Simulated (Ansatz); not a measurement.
# ZrSe2: the cost of one run

Method: DFT PBE+D3(BJ), scalar-relativistic, plane waves, PAW, in Ansatz 0.2.0.

The COD entry's cell or inner coordinates are ideal or old and differ from later refinements, so a difference from it is no clean test against experiment.

22 further runs of the same task are left out: 1 that didn't finish, 21 set aside as unsound or not needed. Runs told in other sessions of the task aren't counted.

**1. The starting structure**

The structure is trigonal, space group P-3m1 (No. 164). The conventional cell has a = 3.736 Å, b = 3.736 Å, c = 6.035 Å, α = 90.00°, β = 90.00°, γ = 120.00°. Zr (site symmetry -3m) is surrounded by 6 Se at 2.68 Å. Around Se (site symmetry 3m) lie 3 Zr at 2.68 Å.

As a file:

```cif
data_structure
_symmetry_space_group_name_H-M 'P-3m1'
_symmetry_Int_Tables_number 164
_cell_length_a 3.7361
_cell_length_b 3.7361
_cell_length_c 6.0353
_cell_angle_alpha 90.000
_cell_angle_beta 90.000
_cell_angle_gamma 120.000
_cell_volume 72.96
loop_
_atom_site_label
_atom_site_type_symbol
_atom_site_symmetry_multiplicity
_atom_site_Wyckoff_symbol
_atom_site_fract_x
_atom_site_fract_y
_atom_site_fract_z
_atom_site_occupancy
Zr1 Zr 1 a 0.00000 0.00000 0.00000 1
Se1 Se 2 d 0.33333 0.66667 0.26481 1
```

This cell was relaxed beforehand with the same method: volume 24.32 Å³/atom, gap on the mesh none (metal).

**2. The grid**

Atoms count from 1 in the order of the input.

The lattice constant and the thickness of a sheet are varied, nothing relaxed.

- lattice constant a of the sheet (both vectors scaled alike): 7 values from 3.529 to 3.980 Å
- thickness: height of Se3 above Se1, all heights scaled alike: 7 values from 2.939 to 3.436 Å

Nothing else is relaxed. Points are written as (first, second).

**3. The run at (3.529 Å, 3.270 Å)**

The sheet is isolated along c: the input cuts the Coulomb interaction between periodic copies.

The input, input.yaml:

```yaml
crystal:
  lattice:
    - [3.529, 0.0, 0.0]
    - [-1.7645, 3.05620365, 0.0]
    - [0.0, 0.0, 32.3926861779]
  atoms:
    - { symbol: Se, position: [0.6666666667, 0.3333333333, 0.4495256432] }
    - { symbol: Zr, position: [0.0, 0.0, 0.5] }
    - { symbol: Se, position: [0.3333333333, 0.6666666667, 0.5504743568] }
  periodic: [true, true, false]
basis:
  ecutwfc: 420
kpoints:
  mp_grid: { grid: [12, 12, 1] }
hamiltonian:
  xc: pbe
  pseudopotentials: { kind: paw, azcp: { folder: soft_1 } }
  dispersion: d3bj
scf:
  occupations: { method: gaussian, width: 0.02 }
output:
  forces: true
  stress: true
  eigenvalues: true
```

Command:

```
$ ansatz run input.yaml --threads 1 --pin off --max-ram 3072MiB --backend cpu --events-out ev --progress --plain --runs-dir out
```

**Question.** How long does this run take on 1 thread of Arm Neoverse V2, shared host, and how much memory does it need?

About 12 s, with a peak of 0.55 GiB.
